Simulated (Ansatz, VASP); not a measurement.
# Zr2N: VASP beside Ansatz

```
CELL_PARAMETERS angstrom
5.33644 0.00000 0.00000
0.00000 5.33644 0.00000
0.00000 0.00000 3.24758
ATOMIC_POSITIONS crystal
Zr 0.29562 0.29562 0.00000
Zr 0.70438 0.70438 0.00000
Zr 0.79562 0.20438 0.50000
Zr 0.20438 0.79562 0.50000
N 0.00000 0.00000 0.00000
N 0.50000 0.50000 0.50000
```

Alike in both runs: functional LDA; k mesh 4 × 4 × 6; occupations gaussian, width 0.1 eV; no spin polarisation.

Ansatz relaxed the structure, and its values are those at the end. VASP's run is a single point on that final structure, the one shown.

|  | VASP | Ansatz |
| --- | --- | --- |
| version | VASP 6.6.1 | Ansatz 0.2.0 |
| potentials or method | VASP PAW LDA potentials, release 64 (Zr_sv, N) | scalar-relativistic, plane waves, PAW |
| plane-wave cutoff (eV) | 520 | 420 |
| valence electrons in the cell | 58 | 58 |

Ansatz gave:

* gap on the k mesh at the Fermi level (eV): none
* pressure (GPa): -0.1

**Question.** Estimate VASP's values.

**Answer.** gap on the k mesh at the Fermi level (eV): none; pressure (GPa): 0.4.

A gap of «none» marks a metal or a gap that the smearing closes.
